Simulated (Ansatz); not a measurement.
**AlNi$_{3}$: dependence on the set of potentials**

Method: DFT PBE, scalar-relativistic, plane waves in Ansatz. The atoms stay where they are, in a cell that isn't relaxed at these levels; pressure is positive in compression.

```cif
data_structure
_symmetry_space_group_name_H-M 'P 1'
_symmetry_Int_Tables_number 1
_cell_length_a 3.9625
_cell_length_b 3.9625
_cell_length_c 3.9625
_cell_angle_alpha 60.000
_cell_angle_beta 60.000
_cell_angle_gamma 60.000
_cell_volume 43.99
loop_
_atom_site_label
_atom_site_type_symbol
_atom_site_fract_x
_atom_site_fract_y
_atom_site_fract_z
_atom_site_occupancy
Al1 Al 0.50000 0.50000 0.50000 1
Ni1 Ni 0.25000 0.25000 0.25000 1
Ni2 Ni 0.00000 0.00000 0.00000 1
Ni3 Ni 0.75000 0.75000 0.75000 1
```

The Γ-centred k-mesh is 14×14×14 and the occupation rule is Gaussian smearing, 0.1 eV. The spin treatment is unpolarised.

```json
{"set of potentials": "PAW (default set)", "cutoff (eV)": "420", "gap on mesh (eV)": "metal", "P (GPa)": "7.1"}
{"set of potentials": "PAW (harder set)", "cutoff (eV)": "920", "gap on mesh (eV)": "metal", "P (GPa)": "7.1"}
{"set of potentials": "norm-conserving potentials", "cutoff (eV)": "1400", "gap on mesh (eV)": "metal", "P (GPa)": "7.1"}
```